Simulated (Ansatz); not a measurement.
# InAgSe₂ squeezed and stretched

A database entry relaxed whole under r2SCAN (I-42d):

```yaml
crystal:
  lattice:
    - [-3.07505, 3.07505, 5.93810]
    - [3.07505, -3.07505, 5.93810]
    - [3.07505, 3.07505, -5.93810]
  atoms:
    - { symbol: In, position: [0.50000, 0.50000, 0.00000] }
    - { symbol: In, position: [0.25000, 0.75000, 0.50000] }
    - { symbol: Ag, position: [0.00000, 0.00000, 0.00000] }
    - { symbol: Ag, position: [0.75000, 0.25000, 0.50000] }
    - { symbol: Se, position: [0.37500, 0.38172, 0.50672] }
    - { symbol: Se, position: [0.61828, 0.12500, 0.99328] }
    - { symbol: Se, position: [0.87500, 0.86828, 0.49328] }
    - { symbol: Se, position: [0.13172, 0.62500, 0.00672] }
```

The cell was scaled uniformly, its shape held, and the atoms relaxed at each volume with plane-wave PAW DFT (Ansatz 0.2.0; r2SCAN, 500 eV, 8×8×8 Γ-centred mesh, fermi-dirac occupations of width 0.100 eV; no spin, no spin-orbit coupling). One row is withheld.

```
volume (Å³/atom)  energy over the lowest (meV/atom)  pressure (GPa)
          26.391                               18.2            3.69
          26.952                                7.8            2.31
          27.514                                  ?               ?
          28.075                                0.0            0.00
          28.637                                1.7           -0.96
          29.198                                6.6           -1.81
          29.760                               14.3           -2.56
```

Problem. Fit the pressures of the other rows to the third-order Birch-Murnaghan form.

Solution. With f = [(V₀/V)^(2/3) − 1]/2 and P = 3B₀f(1 + 2f)^(5/2)[1 + 3(B₀′ − 4)f/2], least squares gives V₀ = 28.08 Å³ an atom, B₀ = 50.9 GPa and B₀′ = 5.0; the rows miss the fit by less than 0.01 GPa. The slope of the energies differs from these pressures by less than 0.05 GPa.

Problem. What does the withheld row hold?

Solution. The fit gives 1.09 GPa at 27.514 Å³; the run gave 1.09 GPa and 1.9 meV an atom.

Caveats: the shape of the cell was held, so B₀ is an upper bound where the axes differ in stiffness; 0 K, fixed nuclei; the symmetry was kept, and this need not be the phase that is stable at 0 K; one mesh for all volumes; pressure is positive in compression.
